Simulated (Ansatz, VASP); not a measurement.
# BAs in two plane-wave programs

Wanted: the spread between two codes on one cell, functional and k mesh. The cell is taken from a series of VASP runs on this material, whose earlier steps may have relaxed, scaled or displaced it; both programs get it as it stands.

Method: plane waves, with VASP 6.6.1 beside it; elastic constants at r2SCAN with rVV10, in Ansatz 0.2.0.

**1. The structure**

Symmetry: F-43m, No. 216, cubic system. Conventional cell: a = 4.780 Å, b = 4.780 Å, c = 4.780 Å, α = 90.00°, β = 90.00°, γ = 90.00°. Nearest to B lie 4 As at 2.07 Å. Nearest to As lie 4 B at 2.07 Å. Farther neighbours are not listed.

Structure file:

```cif
data_structure
_symmetry_space_group_name_H-M 'F-43m'
_symmetry_Int_Tables_number 216
_cell_length_a 4.7797
_cell_length_b 4.7797
_cell_length_c 4.7797
_cell_angle_alpha 90.000
_cell_angle_beta 90.000
_cell_angle_gamma 90.000
_cell_volume 109.19
loop_
_atom_site_label
_atom_site_type_symbol
_atom_site_symmetry_multiplicity
_atom_site_Wyckoff_symbol
_atom_site_fract_x
_atom_site_fract_y
_atom_site_fract_z
_atom_site_occupancy
B1 B 4 a 0.00000 0.00000 0.00000 1
As1 As 4 d 0.25000 0.25000 0.75000 1
```

**2. VASP: elastic constants, r2SCAN with rVV10**

Elastic constants are differences of stresses under small strains, so they test the stress and the mesh.

Lines of VASP's logs that name or quote its potential files are left out, and so is its time.

The input, INCAR:

```
SYSTEM = BAs
PREC = Accurate
ENCUT = 500
EDIFF = 1E-07
NELM = 100
ISMEAR = 0
SIGMA = 0.05
LREAL = .FALSE.
ALGO = Normal
METAGGA = R2SCAN
LUSE_VDW = .TRUE.
IVDW_NL = 2
BPARAM = 11.95
CPARAM = 0.0093
LASPH = .TRUE.
NBANDS = 10
LORBIT = 11
LWAVE = .FALSE.
LCHARG = .FALSE.
KPAR = 2
IBRION = 6
NFREE = 2
POTIM = 0.015
ISIF = 3
NSW = 1
```

The input, POSCAR:

```
BAs
1.0
    0.0000000000      2.3898420644      2.3898420644
    2.3898420644      0.0000000000      2.3898420644
    2.3898420644      2.3898420644      0.0000000000
B As
1 1
Direct
    0.0000000000      0.0000000000      0.0000000000
    0.2500000000      0.2500000000      0.2500000000
```

The input, KPOINTS:

```
Automatic mesh
0
Gamma
7 7 7
0 0 0
```

Potentials, in the order of the species: B and As (PBE family, release 64).

Launch:

```
$ mpirun -np 2 vasp_std
```

Numbers of over 12 decimals in the logs are rounded to 6 here.

Log:

```text
[banner, memory and clock lines left out]
running    2 mpi-ranks, on    1 nodes
 distrk:  each k-point on    1 cores,    2 groups
 distr:  one band on    1 cores,    1 groups

 POSCAR found type information on POSCAR B As
 POSCAR found :  2 types and       2 ions
|                                                                             |
|               ----> ADVICE to this user running VASP <----                  |
|                                                                             |
|     You have switched on vdW-DFT.                                           |
|     This routine was written and supplied by Jiri Klimes. We recommend      |
|     that you carefully read and cite the following publications:            |
|       J. Klimes, D.R. Bowler, A. Michelides                                 |
|          J. Phys.: Cond Matt. 22 022201 (2010)                              |
|       J. Klimes, D.R. Bowler, A. Michelides                                 |
|          Phys. Rev. B. 83, 195131 (2011)                                    |
|     and references therein.                                                 |
|                                                                             |

|                                                                             |
|               ----> ADVICE to this user running VASP <----                  |
|                                                                             |
|     You enforced a specific xc type in the INCAR file but a different       |
|     [... a line on the potential file left out ...]
|     I HOPE YOU KNOW WHAT YOU ARE DOING!                                     |
|                                                                             |

 LDA part: xc-table for (None), standard interpolation
 POSCAR, INCAR and KPOINTS ok, starting setup
 FFT: planning ... GRIDC
 FFT: planning ... GRID_SOFT
 FFT: planning ... GRID
 WAVECAR not read
 entering main loop
       N       E                     dE             d eps       ncg     rms          rms(c)
Total rVV10 correction in eV:      0.0897774    10.0781823
Total rVV10 correction in eV:      0.0897774    10.0781823
DAV:   1     0.600908700691E+00    0.60091E+00   -0.38158E+03   408   0.705E+02
DAV:   2    -0.229677209989E+02   -0.23569E+02   -0.21637E+02   528   0.104E+02
DAV:   3    -0.237294116004E+02   -0.76169E+00   -0.75900E+00   496   0.186E+01
DAV:   4    -0.237317323530E+02   -0.23208E-02   -0.23206E-02   458   0.104E+00
DAV:   5    -0.237317361191E+02   -0.37661E-05   -0.37660E-05   474   0.438E-02    0.498E+00
Total rVV10 correction in eV:      0.0982665    10.0781823
Total rVV10 correction in eV:      0.0982665    10.0781823
DAV:   6    -0.221702509064E+02    0.15615E+01   -0.97165E-01   418   0.545E+00    0.280E+00
Total rVV10 correction in eV:      0.1084124    10.0781823
Total rVV10 correction in eV:      0.1084124    10.0781823
DAV:   7    -0.221352290821E+02    0.35022E-01   -0.19031E-01   480   0.240E+00    0.960E-01
Total rVV10 correction in eV:      0.1154839    10.0781823
Total rVV10 correction in eV:      0.1154839    10.0781823
DAV:   8    -0.221321388757E+02    0.30902E-02   -0.16183E-02   448   0.998E-01    0.913E-02
Total rVV10 correction in eV:      0.1159777    10.0781823
Total rVV10 correction in eV:      0.1159777    10.0781823
DAV:   9    -0.221323043584E+02   -0.16548E-03   -0.35813E-04   460   0.152E-01    0.459E-02
Total rVV10 correction in eV:      0.1162757    10.0781823
Total rVV10 correction in eV:      0.1162757    10.0781823
DAV:  10    -0.221323503141E+02   -0.45956E-04   -0.31845E-05   442   0.572E-02    0.165E-02
Total rVV10 correction in eV:      0.1163552    10.0781823
Total rVV10 correction in eV:      0.1163552    10.0781823
DAV:  11    -0.221323505529E+02   -0.23878E-06   -0.54335E-06   472   0.225E-02    0.741E-03
Total rVV10 correction in eV:      0.1163634    10.0781823
Total rVV10 correction in eV:      0.1163634    10.0781823
DAV:  12    -0.221323511650E+02   -0.61213E-06   -0.13543E-07   454   0.285E-03    0.711E-04
Total rVV10 correction in eV:      0.1163609    10.0781823
Total rVV10 correction in eV:      0.1163609    10.0781823
DAV:  13    -0.221323513402E+02   -0.17520E-06   -0.11670E-08   264   0.816E-04    0.817E-04
Total rVV10 correction in eV:      0.1163615    10.0781823
Total rVV10 correction in eV:      0.1163615    10.0781823
DAV:  14    -0.221323513219E+02    0.18312E-07   -0.83571E-10   238   0.272E-04
Total rVV10 correction in eV:      0.1163615    10.0781823
Total rVV10 correction in eV:      0.1163615    10.0781823
Total rVV10 correction in eV:      0.1163615    10.0781823
Total rVV10 correction in eV:      0.1163615    10.0781823
[...]
Total rVV10 correction in eV:      0.1163623    10.0781823
  12 F= -.22129011E+02 E0= -.22129011E+02  d E =-.385063E-18
[...]
13 F= -.22129011E+02 E0= -.22129011E+02  d E =-.383499E-18
[...]
14 F= -.22130421E+02 E0= -.22130421E+02  d E =-.138597E-20
[...]
15 F= -.22130421E+02 E0= -.22130421E+02  d E =-.137868E-20
[...]
16 F= -.22130421E+02 E0= -.22130421E+02  d E =-.139087E-20
 Finite differences progress:
  Degree of freedom:   8/  8
  Displacement:        1/  2
  Total:              15/ 16
 bond charge predicted
       N       E                     dE             d eps       ncg     rms          rms(c)
Total rVV10 correction in eV:      0.1163722    10.0781823
Total rVV10 correction in eV:      0.1163722    10.0781823
DAV:   1    -0.221285781503E+02    0.18427E-02   -0.28705E-01  1326   0.300E+00    0.148E-01
Total rVV10 correction in eV:      0.1163680    10.0781823
Total rVV10 correction in eV:      0.1163680    10.0781823
DAV:   2    -0.221303222098E+02   -0.17441E-02   -0.65142E-03  1452   0.621E-01    0.874E-02
Total rVV10 correction in eV:      0.1163607    10.0781823
Total rVV10 correction in eV:      0.1163607    10.0781823
DAV:   3    -0.221304145641E+02   -0.92354E-04   -0.93413E-05  1504   0.884E-02    0.176E-02
Total rVV10 correction in eV:      0.1163596    10.0781823
Total rVV10 correction in eV:      0.1163596    10.0781823
DAV:   4    -0.221304209780E+02   -0.64139E-05   -0.57631E-06  1490   0.218E-02    0.277E-03
Total rVV10 correction in eV:      0.1163593    10.0781823
Total rVV10 correction in eV:      0.1163593    10.0781823
DAV:   5    -0.221304208403E+02    0.13774E-06   -0.21504E-07  1470   0.384E-03    0.556E-04
Total rVV10 correction in eV:      0.1163591    10.0781823
Total rVV10 correction in eV:      0.1163591    10.0781823
DAV:   6    -0.221304208453E+02   -0.50487E-08   -0.13502E-08   816   0.998E-04
Total rVV10 correction in eV:      0.1163591    10.0781823
Total rVV10 correction in eV:      0.1163591    10.0781823
Total rVV10 correction in eV:      0.1163591    10.0781823
Total rVV10 correction in eV:      0.1163591    10.0781823
  17 F= -.22130421E+02 E0= -.22130421E+02  d E =-.138890E-20
 Finite differences progress:
  Degree of freedom:   8/  8
  Displacement:        2/  2
  Total:              16/ 16
```

From OUTCAR (step 2):

```text
ion  position               nearest neighbor table
   1  0.000  0.000  0.000-   2 2.07   2 2.07   2 2.07   2 2.07
   2  0.250  0.250  0.250-   1 2.07   1 2.07   1 2.07   1 2.07

  LATTYP: Found a face centered cubic cell.
 ALAT       =     4.7796841288

 Subroutine GETGRP returns: Found 24 space group operations
 (whereof 24 operations were pure point group operations)

The static configuration has the point symmetry T_d .

 Found     20 irreducible k-points:

   k-points           NKPTS =     20   k-points in BZ     NKDIM =     20   number of bands    NBANDS=     10

   dimension x,y,z NGX =    28 NGY =   28 NGZ =   28
   dimension x,y,z NGXF=    56 NGYF=   56 NGZF=   56

   ENCUT  =  500.0 eV  36.75 Ry    6.06 a.u.   6.16  6.16  6.16*2*pi/ulx,y,z

   NELECT =       8.0000    total number of electrons

 k-points in reciprocal lattice and weights: Automatic mesh
   0.00000000  0.00000000  0.00000000       0.003
   0.14285714  0.00000000  0.00000000       0.023
   0.28571429  0.00000000  0.00000000       0.023
   0.42857143  0.00000000  0.00000000       0.023
   0.14285714  0.14285714  0.00000000       0.017
   0.28571429  0.14285714  0.00000000       0.070
   0.42857143  0.14285714  0.00000000       0.070
  -0.42857143  0.14285714  0.00000000       0.070
  -0.28571429  0.14285714  0.00000000       0.070
[...]
-0.42857143  0.42857143  0.14285714       0.070
  -0.28571429  0.42857143  0.14285714       0.070

 average (electrostatic) potential at core
       1 -28.1772       2 -53.3314

 E-fermi :   6.4315

 k-point     1 :       0.0000    0.0000    0.0000
  band No.  band energies     occupation
      1     -10.1453      2.00000
      2       5.8963      2.00000
      3       6.0097      2.00000
      4       6.1207      2.00000
      5       9.3579      0.00000
      6       9.4420      0.00000
      7       9.5291      0.00000
      8      11.1338      0.00000
      9      16.2892      0.00000
    ...

 k-point     2 :       0.1429    0.0000    0.0000
  band No.  band energies     occupation
      1      -9.7943      2.00000
      2       3.4521      2.00000
      3       5.3929      2.00000
      4       5.5190      2.00000
      5       9.6492      0.00000
      6      10.1354      0.00000
      7      10.2508      0.00000
      8      12.7459      0.00000
      9      17.4776      0.00000
    ...

 k-point     3 :       0.2857    0.0000    0.0000
  band No.  band energies     occupation
      1      -8.7844      2.00000
      2      -0.0633      2.00000
      3       4.5573      2.00000
      4       4.6740      2.00000
      5       9.2626      0.00000
      6      10.9660      0.00000
      7      11.1172      0.00000
      8      14.9650      0.00000
      9      17.9563      0.00000
    ...

  Total        0.0017091      0.0051073      0.0051073      0.0000000      0.1038969      0.0000000
  in kB        0.1003091      0.2997538      0.2997538      0.0000000      6.0978346      0.0000000
  external PRESSURE =       0.2332723 kB  Pullay stress =       0.0000000 kB

  energy-cutoff  :      500.00
  volume of cell :       27.30
      direct lattice vectors                 reciprocal lattice vectors
     0.000000000  2.389842064  2.389842064    -0.209218846  0.209218846  0.209218846
     2.389842064  0.000000000  2.389842064     0.209218846 -0.209218846  0.209218846
     2.389842064  2.389842064  0.000000000     0.209218846  0.209218846 -0.209218846

 POSITION                                       TOTAL-FORCE (eV/Angst)
 -----------------------------------------------------------------------------------
      0.00000      0.00000      0.00000        -0.257335     -0.000000     -0.000000
      1.17992      1.19492      1.19492         0.257335      0.000000      0.000000
 -----------------------------------------------------------------------------------
    total drift:                                0.000039     -0.000000     -0.000000

  FREE ENERGIE OF THE ION-ELECTRON SYSTEM (eV)
  ---------------------------------------------------
  free  energy   TOTEN  =       -22.1304208453 eV

  energy  without entropy=      -22.1304208453  energy(sigma->0) =      -22.13042085

  SYMMETRIZED ELASTIC MODULI (kBar)
 Direction    XX          YY          ZZ          XY          YZ          ZX
 --------------------------------------------------------------------------------
 XX        2915.1225    710.2270    710.2270      0.0000     -0.0000     -0.0000
 YY         710.2270   2915.1225    710.2270     -0.0000      0.0000      0.0000
 ZZ         710.2270    710.2270   2915.1225     -0.0000      0.0000     -0.0000
 XY           0.0000     -0.0000     -0.0000   1742.9288      0.0000      0.0000
 YZ          -0.0000      0.0000      0.0000      0.0000   1742.9288      0.0000
 ZX          -0.0000      0.0000     -0.0000      0.0000      0.0000   1742.9288
 --------------------------------------------------------------------------------

 Eigenvectors and eigenvalues of the dynamical matrix
 ----------------------------------------------------

   1 f  =   21.068410 THz   132.376725 2PiTHz  702.766517 cm-1    87.131904 meV
             X         Y         Z           dx          dy          dz
      0.000000  0.000000  0.000000    -0.000000   -0.000000   -0.934835
      1.194921  1.194921  1.194921    -0.000000    0.000000    0.355082

   2 f  =   21.068410 THz   132.376725 2PiTHz  702.766517 cm-1    87.131904 meV
             X         Y         Z           dx          dy          dz
      0.000000  0.000000  0.000000    -0.000000   -0.934835    0.000000
      1.194921  1.194921  1.194921    -0.000000    0.355082    0.000000

   3 f  =   21.068410 THz   132.376725 2PiTHz  702.766517 cm-1    87.131904 meV
             X         Y         Z           dx          dy          dz
      0.000000  0.000000  0.000000     0.934835    0.000000    0.000000
      1.194921  1.194921  1.194921    -0.355082    0.000000    0.000000

   4 f/i=    0.000549 THz     0.003452 2PiTHz    0.018328 cm-1     0.002272 meV
             X         Y         Z           dx          dy          dz
      0.000000  0.000000  0.000000     0.032619    0.346201    0.071862
      1.194921  1.194921  1.194921     0.085878    0.911453    0.189194

   5 f/i=    0.000549 THz     0.003452 2PiTHz    0.018328 cm-1     0.002272 meV
             X         Y         Z           dx          dy          dz
      0.000000  0.000000  0.000000     0.029030   -0.074546    0.345953
      1.194921  1.194921  1.194921     0.076429   -0.196260    0.910800

   6 f/i=    0.000549 THz     0.003452 2PiTHz    0.018328 cm-1     0.002272 meV
             X         Y         Z           dx          dy          dz
      0.000000  0.000000  0.000000     0.352387   -0.025906   -0.035152
      1.194921  1.194921  1.194921     0.927739   -0.068202   -0.092546

 ELASTIC MODULI CONTR FROM IONIC RELAXATION (kBar)
 Direction    XX          YY          ZZ          XY          YZ          ZX
 --------------------------------------------------------------------------------
 XX          -0.0000     -0.0000     -0.0000      0.0000     -0.0000      0.0000
 YY          -0.0000     -0.0000     -0.0000      0.0000     -0.0000      0.0000
 ZZ          -0.0000     -0.0000     -0.0000      0.0000     -0.0000      0.0000
 XY           0.0000      0.0000      0.0000   -164.2184     -0.0000      0.0000
 YZ          -0.0000     -0.0000     -0.0000     -0.0000   -164.2184      0.0000
 ZX           0.0000      0.0000      0.0000      0.0000      0.0000   -164.2184
 --------------------------------------------------------------------------------

 TOTAL ELASTIC MODULI (kBar)
 Direction    XX          YY          ZZ          XY          YZ          ZX
 --------------------------------------------------------------------------------
 XX        2915.1225    710.2270    710.2270      0.0000     -0.0000     -0.0000
 YY         710.2270   2915.1225    710.2270     -0.0000      0.0000      0.0000
 ZZ         710.2270    710.2270   2915.1225     -0.0000     -0.0000     -0.0000
 XY           0.0000     -0.0000     -0.0000   1578.7105     -0.0000      0.0000
 YZ          -0.0000      0.0000     -0.0000     -0.0000   1578.7105      0.0000
 ZX          -0.0000      0.0000     -0.0000      0.0000      0.0000   1578.7105
 --------------------------------------------------------------------------------

 total charge
# of ion       s       p       d       tot
------------------------------------------
    1        0.668   1.163   0.000   1.831
    2        1.170   1.693   0.092   2.955
--------------------------------------------------
tot          1.838   2.856   0.092   4.786

[... 3 further parts left out ...]
```

CONTCAR:

```
BAs
   1.00000000000000
     0.0000000000000000    2.3898420643999998    2.3898420643999998
     2.3898420643999998    0.0000000000000000    2.3898420643999998
     2.3898420643999998    2.3898420643999998    0.0000000000000000
  B               As
     1     1
Direct
     0.0000000000000000    0.0000000000000000    0.0000000000000000
     0.2531382826973058    0.2468617173026943    0.2468617173026942
```

The last energy, forces, stress and levels in OUTCAR belong to the last displaced cell, not to the cell of POSCAR.

(Part 1 of 2 ends here.)

[Lines on the potential files, build, host, timing and source positions are cut from VASP's logs without a mark.]

[Logs are printed without paths, hosts, clocks, repeated set-up lines and the standing remarks that a program may print on its own settings, such as how far it seeks lower states.]

[Hosts, paths, dates, database ids (printed as entryN), source tags and the programs' standing remarks are cut or masked in the printed files.]
